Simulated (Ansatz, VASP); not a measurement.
# TiN: VASP beside Ansatz

```
Ti N
1.0
     0.00000    2.12062    2.12062
     2.12062    0.00000    2.12062
     2.12062    2.12062    0.00000
Ti N
1 1
Direct
  0.00000 0.00000 0.00000
  0.50000 0.50000 0.50000
```

The cell is a database's computed one.

Alike in both runs: task relaxation of cell and atoms; functional LDA; k mesh 8 × 8 × 8; occupations gaussian, width 0.1 eV; no spin polarisation.

|  | VASP | Ansatz |
| --- | --- | --- |
| version | VASP 6.6.1 | Ansatz 0.2.0 |
| potentials or method | VASP PAW LDA potentials, release 64 (Ti_sv, N) | scalar-relativistic, plane waves, PAW |
| plane-wave cutoff (eV) | 600 | 420 |
| valence electrons in the cell | 17 | 17 |

Ansatz gave:

```
gap on the k mesh at the Fermi level, each at its own relaxed structure (eV) : none
relaxed volume (Å³/atom)                                                     : 9.08
relaxed cell length with the largest relative difference (Å)                 : 2.950
energy change over the relaxation (meV/atom)                                 : -21
```

Question: Which values does VASP return?

Answer: gap on the k mesh at the Fermi level, each at its own relaxed structure (eV): none; relaxed volume (Å³/atom): 9.12; relaxed cell length with the largest relative difference (Å): 2.954; energy change over the relaxation (meV/atom): -18.

A gap of «none» marks a metal or a gap that the smearing closes. Ansatz warned: «pseudo_functional_mismatch».
